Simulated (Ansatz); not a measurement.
The system is Tc.

```
Tc
1.0
     0.00000    1.95000    1.95000
     1.95000    0.00000    1.95000
     1.95000    1.95000    0.00000
Tc
1
Cartesian
  0.0000 0.0000 0.0000
```

This isn't the form of Tc at room conditions, which is hcp.

| Item | Value |
| --- | --- |
| Program | Ansatz 0.2.0 |
| Task | relaxation of cell and atoms |
| Functional | r2SCAN |
| Dispersion | D4 |
| Potentials or basis | Ansatz PAW earlier set |
| Cutoff | 500 eV (not typed: the program's choice for these potentials) |
| k mesh | 12 × 12 × 12 |
| Occupations | fermi-dirac, width 0.05 eV |
| Spin | no spin polarisation |

At the start: volume 14.83 Å³/atom.

**Question.** How do energy, volume and symmetry change on relaxing?

**Answer.** It ends after 5 steps and the volume is 14.19 Å³/atom (-4.3 %); space group Fm-3m (No. 225, to 0.05 Å).

Step by step:
```csv
step,energy change (eV),largest force (eV/Å),volume (Å³)
1,0.0000,0.0000,14.83
2,-0.0264,0.0000,14.27
3,-0.0268,0.0000,14.19
4,-0.0268,0.0000,14.19
5,-0.0265,0.0000,14.19
```

Final structure:
```
Tc
1.0
     0.00000    1.92174    1.92174
     1.92174    0.00000    1.92174
     1.92174    1.92174    0.00000
Tc
1
Direct
  0.00000 0.00000 0.00000
```

Caveat: the plane-wave basis is chosen anew once the cell has moved, so the energies of steps on either side of that aren't comparable; pairwise dispersion overbinds metals, which lowers pressure and volume; the PAW data sets come from PBE, with cores solved anew for the run's functional, which leaves a small shift of forces and pressure.
